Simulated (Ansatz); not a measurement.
Wires are cut from relaxed bulk Ti (P6_3/mmc, 17.39 Å³/atom, gap on the mesh 0.00 eV); atoms and period are relaxed, and energies count from that bulk.

All numbers below come from Ansatz 0.2.0, DFT PBE, scalar-relativistic, plane waves, PAW.

Cutoff 420 eV; k points 1×1×12 on the computed 15-atom cell (Γ-centred); Gaussian smearing, width 0.05 eV; no spin polarisation.

Start ([001] wire, 15 host atoms a period):

```yaml
crystal:
  lattice:
    - [14.90000, 0.00000, 0.00000]
    - [0.00000, 15.20000, 0.00000]
    - [0.00000, 0.00000, 4.65043]
  atoms:
    - { symbol: Ti, position: [0.30278, 0.36048, 0.25000] }
    - { symbol: Ti, position: [0.50000, 0.36048, 0.25000] }
    - { symbol: Ti, position: [0.40139, 0.52790, 0.25000] }
    - { symbol: Ti, position: [0.30278, 0.69533, 0.25000] }
    - { symbol: Ti, position: [0.69722, 0.36048, 0.25000] }
    - { symbol: Ti, position: [0.59861, 0.52790, 0.25000] }
    - { symbol: Ti, position: [0.50000, 0.69533, 0.25000] }
    - { symbol: Ti, position: [0.69722, 0.69533, 0.25000] }
    - { symbol: Ti, position: [0.40139, 0.30467, 0.75000] }
    - { symbol: Ti, position: [0.30278, 0.47210, 0.75000] }
    - { symbol: Ti, position: [0.59861, 0.30467, 0.75000] }
    - { symbol: Ti, position: [0.50000, 0.47210, 0.75000] }
    - { symbol: Ti, position: [0.40139, 0.63952, 0.75000] }
    - { symbol: Ti, position: [0.69722, 0.47210, 0.75000] }
    - { symbol: Ti, position: [0.59861, 0.63952, 0.75000] }
```

Problem. What does the relaxation give?

Solution. The free energy falls by 184 meV/atom.

| Item | Value |
| --- | --- |
| excess energy (eV per host atom) | 1.047 |
| line energy (eV/Å) | 3.720 |
| period (Å) | 4.224 |
| gap on the mesh (eV) | 0 |

Relaxed structure:
```
Ti
1.0
    14.90000    0.00000    0.00000
     0.00000   15.20000    0.00000
     0.00000    0.00000    4.22370
Ti
15
Cartesian
  4.7580 5.7444 1.0559
  7.4500 5.1060 1.0559
  6.0957 8.0520 1.0559
  4.4689 10.0055 1.0559
  10.1420 5.7444 1.0559
  8.8043 8.0520 1.0559
  7.4500 10.7794 1.0559
  10.4311 10.0055 1.0559
  6.0487 4.5594 3.1678
  4.4309 7.7114 3.1678
  8.8513 4.5594 3.1678
  7.4500 6.8966 3.1678
  6.1238 9.7482 3.1678
  10.4691 7.7114 3.1678
  8.7762 9.7482 3.1678
```

Each run keeps its start's symmetry and one magnetic start, so lower states can exist.

The run took 13 min on 4 threads of AMD EPYC 7571, with other jobs on the host, peak memory 2.6 GiB.